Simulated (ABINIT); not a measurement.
The system is AlN.

```
CELL_PARAMETERS angstrom
0.00000 2.18399 2.18399
2.18399 0.00000 2.18399
2.18399 2.18399 0.00000
ATOMIC_POSITIONS crystal
Al 0.00000 0.00000 0.00000
N 0.25000 0.25000 0.25000
```

Measurements of this composition are mostly on another form, of space group No. 186.

Base run:

| Quantity | Value |
| --- | --- |
| Program | ABINIT 10.8.3 (patched build) |
| Functional | PW91 |
| Potentials or basis | PseudoDojo NC SR PBE v0.4.1 standard |
| Cutoff | 1143 eV |
| k mesh | 10 × 10 × 10 |
| Occupations | fermi-dirac, width 0.05 eV |
| Spin | no spin polarisation |

Its results: band gap on the k mesh 3.36 eV, indirect (least direct gap 4.22 eV); pressure 4.6 GPa.

Q: After a change of settings the same cell gave: band gap on the k mesh 3.39 eV, indirect (least direct gap 4.25 eV); pressure 5.4 GPa. Which change was it?
A. functional from PW91 to rSCAN; potentials or basis from PseudoDojo NC SR PBE v0.4.1 standard to JTH PAW PBE v2.0; cutoff from 1143 eV to 816 eV
B. functional from PW91 to RPBE
C. functional from PW91 to PBE; potentials or basis from PseudoDojo NC SR PBE v0.4.1 standard to PseudoDojo NC SR PBE v0.5 standard
D. functional from PW91 to OLYP

A: B.

RPBE binds less tightly than PW91, so the same cell stands under more pressure.

Caveats: the potentials were made for another functional, which shifts forces and pressure.
